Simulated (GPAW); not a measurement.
Input of a GPAW 26.7.0 run:

Contents of run.py:

```python
from ase import Atoms
from ase.dft.bandgap import bandgap
from ase.io import write
from ase.units import GPa
from gpaw import GPAW, PW, setup_paths

setup_paths.insert(0, '.')

atoms = Atoms(['Bi', 'Bi'],
              cell=[[3.238376246, 0.0, 0.0],
                    [0.0, 3.22164332, 0.0],
                    [-0.0804548793, 0.0, 6.4438887882]],
              scaled_positions=[[0.555336, 0.000703, 0.750284],
                                [0.458377, 0.012712, 0.241406]],
              pbc=True)

calc = GPAW(mode=PW(600),
            xc='PBEsol',
            kpts={'size': (8, 8, 4), 'gamma': True},
            occupations={'name': 'fermi-dirac', 'width': 0.05},
            nbands=25,
            convergence={'density': 1e-05, 'energy': 1e-05},
            maxiter=150,
            txt='gpaw.txt')
atoms.calc = calc
energy = atoms.get_potential_energy()
forces = atoms.get_forces()
stress = atoms.get_stress()
calc.write('gs.gpw')
write('result.traj', atoms)
print(f'Energy: {energy:.6f} eV')
print('Forces (eV/A):')
print(forces.round(4))
print('Stress (GPa):', (stress / GPa).round(3))
print('Fermi level:', round(calc.get_fermi_level(), 4), 'eV')
print(f'Gap: {bandgap(calc)[0]:.4f} eV, direct: {bandgap(calc, direct=True)[0]:.4f} eV')
```

Potentials or basis: PAW data sets generated in the run's folder for this functional, pw.

The run is started by

```bash
$ gpaw-setup -f PBEsol Bi
$ OMP_NUM_THREADS=1 python run.py
```

Problem. Estimate the largest force.

Solution. 0.046 eV/Å.

Problem. What does it give for the band gap on the k mesh?

Solution. None (metal or under the smearing width).

Problem. Predict the pressure.

Solution. -0.5 GPa.

Forces in eV/Å, atoms in the order of the input:
```
Bi  -0.007  0.001 -0.045
Bi   0.007 -0.001  0.046
```

Caveat: spin-orbit coupling is left out, which moves the levels of the heavy elements.
